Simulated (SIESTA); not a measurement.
Te2Pt (Moncheite):

```
Pt Te
1.0
     4.01000    0.00000    0.00000
    -2.00500    3.47276    0.00000
     0.00000    0.00000    5.20100
Pt Te
1 2
Direct
  0.00000 0.00000 0.00000
  0.66667 0.33333 0.75000
  0.33333 0.66667 0.25000
```

Base run:

```yaml
Program: SIESTA 5.4.2
Functional: BLYP
Potentials_or_basis: PseudoDojo 0.4 standard (PBE files)
Basis: DZP (energy shift 0.003 Ry; two zetas on semicore shells)
Grid_cutoff: 800 Ry
Energy_shift: 0.003 Ry
k_mesh: 8 × 8 × 5
Occupations: fermi-dirac, width 0.05 eV
Spin: no spin polarisation
```

Its results: band gap on the k mesh none (metal or under the smearing width); pressure 18.7 GPa; largest force 1.955 eV/Å.

Q: After a change of settings the same cell gave: band gap on the k mesh none (metal or under the smearing width); pressure 8.8 GPa; largest force 1.546 eV/Å. Which change was it?
A. functional from BLYP to vdW-DF-cx
B. functional from BLYP to LDA; potentials or basis from PseudoDojo 0.4 standard (PBE files) to PseudoDojo 0.4 standard (LDA files)
C. functional from BLYP to PBEsol; potentials or basis from PseudoDojo 0.4 standard (PBE files) to PseudoDojo 0.4 standard (PBEsol files)
D. functional from BLYP to AM05; potentials or basis from PseudoDojo 0.4 standard (PBE files) to PseudoDojo 0.4 standard (PBEsol files)

A: A.

Caveats: short orbitals over semicore shells can move pressures by several GPa; the potentials were made for another functional, which shifts forces and pressure; spin-orbit coupling is left out, which moves the levels of the heavy elements; the basis of atomic orbitals isn't converged, which shifts pressures, moduli and gaps.
